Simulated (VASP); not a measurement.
# CaSe: single point with PBE

The system is CaSe.

```
CELL_PARAMETERS angstrom
0.00000 3.30000 3.30000
3.30000 0.00000 3.30000
3.30000 3.30000 0.00000
ATOMIC_POSITIONS crystal
Se 0.25000 0.25000 0.25000
Ca 0.00000 0.00000 0.00000
```

The cell comes from a database or a generator and needn't be the stable form of this composition.

* Program: VASP 6.6.1
* Task: single point
* Functional: PBE
* Potentials or basis: VASP PAW PBE potentials, release 64 (Se_GW, Ca_sv_GW)
* Cutoff: 500 eV
* k mesh: 3 × 3 × 3
* Occupations: gaussian, width 0.02 eV
* Spin: no spin polarisation
* Further INCAR settings: ALGO = Fast; EDIFF = 1e-06

```json
{
  "Pressure": "-0.3 GPa",
  "Band gap on the k mesh": "3.15 eV, indirect (least direct gap 3.23 eV)"
}
```

Levels at points of the mesh, in eV from the valence-band top:
```
           k point  band 5  band 6  band 7  band 8  band 9  band 10  band 11  band 12
(0.00, 0.00, 0.00)  -10.29   -0.08   -0.08   -0.08    3.15     5.34     5.34     7.30
```

Wall time 20 s on 1 thread of Intel(R) Xeon(R) Platinum 8375C CPU @ 2.90GHz (Ice Lake), on a shared host, peak memory 0.19 GiB.

Caveat: the k mesh is coarse (spacing up to 0.55 Å⁻¹), so the values aren't converged; an odd mesh through Γ misses points on the zone boundary, where band edges often lie. A hybrid or GW would open this gap; PBE tends to underestimate it.
